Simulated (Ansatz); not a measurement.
Set up this calculation in Ansatz 0.2.0, as the native input.

| Item | Value |
| --- | --- |
| Task | single point |
| Functional | r2SCAN0 form with a typed share of exact exchange |
| Potentials or basis | Ansatz PAW |
| Cutoff | 500 eV (not typed: the program's choice for these potentials) |
| k mesh | 5 × 5 × 5 |
| Occupations | fermi-dirac, width 0.05 eV |
| Spin | no spin polarisation |
| Share of exact exchange | 0 |

InSe:

```
In Se
1.0
     2.00000    1.15470    8.44000
    -2.00000    1.15470    8.44000
     0.00000   -2.30940    8.44000
In Se
2 2
Cartesian
  0.0000 0.0000 22.4994
  0.0000 0.0000 0.0000
  0.0000 0.0000 4.3525
  0.0000 0.0000 9.7102
```

The input as run:

input.yaml

```yaml
crystal:
  lattice:
    - [2.0, 1.1547005384, 8.44]
    - [-2.0, 1.1547005384, 8.44]
    - [0.0, -2.3094010768, 8.44]
  atoms:
    - { symbol: In, position: [0.8886, 0.8886, 0.8886] }
    - { symbol: In, position: [0.0, 0.0, 0.0] }
    - { symbol: Se, position: [0.1719, 0.1719, 0.1719] }
    - { symbol: Se, position: [0.3835, 0.3835, 0.3835] }
hamiltonian:
  xc: r2scan
  pseudopotentials: { kind: paw }
kpoints:
  mp_grid: { grid: [5, 5, 5] }
scf:
  occupations: { method: fermi_dirac, width: 0.05 }
output:
  forces: true
  stress: true
  eigenvalues: true
```

Potentials or basis: Ansatz PAW.

The run is started by

```bash
$ ansatz run input.yaml --threads 2 --pin off --max-ram 5632MiB --backend cpu --events-out ev --progress --plain --runs-dir out
```

Results of the run:

| Property | Result |
| --- | --- |
| Pressure | 1.2 GPa |
| Largest force | 0.235 eV/Å |
| Band gap on the k mesh | 1.28 eV, direct |

Caveat: odd divisions of the mesh miss points on the zone boundary, where band edges often lie, so the gap on the mesh can be too wide; spin-orbit coupling is left out, which moves the levels of the heavy elements; the PAW data sets come from PBE, with cores solved anew for the run's functional, which leaves a small shift of forces and pressure.

It took 9 s on 2 threads of Arm Neoverse V2, on a shared host, peak memory 0.57 GiB.
